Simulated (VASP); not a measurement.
Here is a VASP 6.6.1 calculation.

run.py

```python
from ase import Atoms
from ase.calculators.vasp import Vasp
from ase.dft.bandgap import bandgap

atoms = Atoms(
    ['Te', 'Te', 'Mo'],
    cell=[[3.560232814, 0.0, 0.0], [-1.780116407, 3.0832520603, 0.0], [0.0, 0.0, 17.52405782]],
    scaled_positions=[[0.3333333333, 0.6666666667, 0.10214455], [0.3333333333, 0.6666666667, 0.89785545], [0.0, 0.0, 0.0]],
    pbc=True,
)
calc = Vasp(
    directory='calc',
    xc='lda',
    pp='LDA',
    setups='gw',
    prec='Accurate',
    encut=550,
    ediff=1e-06,
    ismear=0,
    sigma=0.1,
    lreal=False,
    lasph=True,
    nelm=80,
    algo='Normal',
    isif=2,
    lwave=False,
    lcharg=False,
    kpts=[9, 9, 2],
    gamma=True,
)
atoms.calc = calc

print('energy (eV):', atoms.get_potential_energy())
print('free energy (eV):', atoms.get_potential_energy(force_consistent=True))
print('forces (eV/A):')
print(atoms.get_forces())
print('stress (eV/A^3, Voigt):', atoms.get_stress())
print('Fermi level (eV):', calc.get_fermi_level())
gap, top, bottom = bandgap(calc)
print('band gap (eV):', gap, 'from (spin, k, band)', top, 'to', bottom)
```

Potentials or basis: VASP PAW LDA potentials, release 64 (Te_GW, Mo_sv_GW).

Command:

```bash
$ python run.py
```

(1) Predict the band gap on the k mesh.

(2) Estimate the largest force.

Answers

(1) 1.04 eV, direct.

(2) 0.410 eV/Å.

Caveat: spin-orbit coupling is left out, which moves the levels of the heavy elements.
